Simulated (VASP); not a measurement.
The system is GaP.

```
Ga P
1.0
     0.00000    2.72540    2.72540
     2.72540    0.00000    2.72540
     2.72540    2.72540    0.00000
Ga P
1 1
Direct
  0.00000 0.00000 0.00000
  0.25000 0.25000 0.25000
```

The cell was built by a generator and needn't be a form met in nature.

Base run:

- Program: VASP 6.6.1
- Functional: PBE
- Potentials or basis: VASP PAW PBE potentials, release 64 (Ga_d, P)
- Cutoff: 520 eV
- k mesh: 8 × 8 × 8
- Occupations: gaussian, width 0.01 eV
- Spin: no spin polarisation

Its results: band gap on the k mesh 1.64 eV, indirect (least direct gap 1.83 eV); pressure 2.4 GPa.

Problem. The run is repeated on the same cell with these changes: functional from PBE to r2SCAN; further incar settings from ALGO = Fast; EDIFF = 1e-06; NBANDS = 16 to ALGO = Normal; EDIFF = 1e-07; NBANDS = 16. What comes out?

Solution. Band gap on the k mesh 1.90 eV, indirect (least direct gap 2.34 eV); pressure 0.0 GPa.

Caveats: the PAW data sets were made with another functional, which shifts forces and pressure a little (some runs).

A k mesh can miss the band edges.

Not every run made on this cell is shown here.
